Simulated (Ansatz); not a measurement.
# GaAs: stress in a strained cell

GaAs is deformed so: zz strain of -2 %. What stress and forces result, by LAPW, PAW and all-electron datasets made for the crystal?

Computed with Ansatz 0.2.0 (DFT PBE, scalar-relativistic, unless a step's input says otherwise).

**1. Starting point**

It takes space group F-43m (No. 216, cubic). The conventional cell has a = 5.654 Å, b = 5.654 Å, c = 5.654 Å, α = 90.00°, β = 90.00°, γ = 90.00°. Around Ga (site symmetry -43m) lie 4 As at 2.45 Å. As (site symmetry -43m) is surrounded by 4 Ga at 2.45 Å.

As a file:

```cif
data_structure
_symmetry_space_group_name_H-M 'P 1'
_symmetry_Int_Tables_number 1
_cell_length_a 3.9978
_cell_length_b 3.9978
_cell_length_c 3.9978
_cell_angle_alpha 60.000
_cell_angle_beta 60.000
_cell_angle_gamma 60.000
_cell_volume 45.18
loop_
_atom_site_label
_atom_site_type_symbol
_atom_site_fract_x
_atom_site_fract_y
_atom_site_fract_z
_atom_site_occupancy
Ga1 Ga 0.00000 0.00000 0.00000 1
As1 As 0.75000 0.75000 0.75000 1
```

Atoms are numbered in the order of the input: Ga1, As2.

**2. The deformed structure**

Space group F-43m before, I-4m2 after.

**3. LAPW, all electrons**

Contents of input.yaml:

```yaml
crystal:
  lattice:
    - [0.0, 2.82685, 2.770313]
    - [2.82685, 0.0, 2.770313]
    - [2.82685, 2.82685, 0.0]
  atoms:
    - { symbol: Ga, position: [0.0, 0.0, 0.0] }
    - { symbol: As, position: [0.75, 0.75, 0.75] }
kpoints:
  mp_grid: { grid: [11, 11, 11] }
  band_path:
    path:
      - [0.0, 0.0, 0.0]
      - [0.0, 0.5, 0.5]
      - [0.25, 0.75, 0.5]
      - [0.0, 0.5, 0.0]
      - [0.0, 0.0, 0.0]
      - [0.5, 0.5, 0.0]
      - [0.3801541025, 0.6198458975, 0.0]
      - [-0.3801541025, 0.3801541025, 0.0]
      - [0.0, 0.0, 0.0]
    npoints: 5
scf:
  occupations: { method: fermi_dirac, width: 0.05 }
hamiltonian:
  xc: pbe
  pseudopotentials: { kind: all_electron, lapw: { basis_error: 0.0005 } }
output:
  forces: true
  stress: true
  eigenvalues: true
```

Command:

```
$ ansatz run input.yaml --threads 1 --pin off --max-ram 3072MiB --backend cpu --events-out ev --progress --plain --runs-dir out
```

**4. PAW on the default files**

Contents of input.yaml:

```yaml
crystal:
  lattice:
    - [0.0, 2.82685, 2.770313]
    - [2.82685, 0.0, 2.770313]
    - [2.82685, 2.82685, 0.0]
  atoms:
    - { symbol: Ga, position: [0.0, 0.0, 0.0] }
    - { symbol: As, position: [0.75, 0.75, 0.75] }
kpoints:
  mp_grid: { grid: [11, 11, 11] }
scf:
  occupations: { method: fermi_dirac, width: 0.05 }
hamiltonian:
  xc: pbe
  pseudopotentials: { kind: paw }
output:
  forces: true
  stress: true
  eigenvalues: true
  efg: { contact_densities: true }
  write_density: true
  write_potential: true
  elf: true
  volumetric_format: npy
```

**5. Datasets made for this crystal**

Edit input.yaml of step 4 so:

```diff
@@ -14,3 +14,3 @@
   xc: pbe
-  pseudopotentials: { kind: paw }
+  pseudopotentials: { kind: all_electron, datasets: crystal }
 output:
@@ -20,5 +20 @@
   efg: { contact_densities: true }
-  write_density: true
-  write_potential: true
-  elf: true
-  volumetric_format: npy
```

(Steps that only read results are left out.)

Before running it: what results should come out? Wanted: pressure; largest shear or deviatoric stress.

As calculated:

```
                                 quantity                                           value
                                 pressure  LAPW 4.89, PAW 4.89, crystal datasets 4.89 GPa
largest shear or deviatoric stress (LAPW)                                        0.76 GPa
```

In words: The largest part of the stress beyond the pressure is 0.76 GPa in size, in the zz component; the atoms are carried along and not relaxed. No run of the undeformed cell stands beside it, so the pressure holds what the given cell had before the change. PAW: stress within 0.01 GPa of LAPW. Crystal datasets: stress within 0.01 GPa of LAPW.
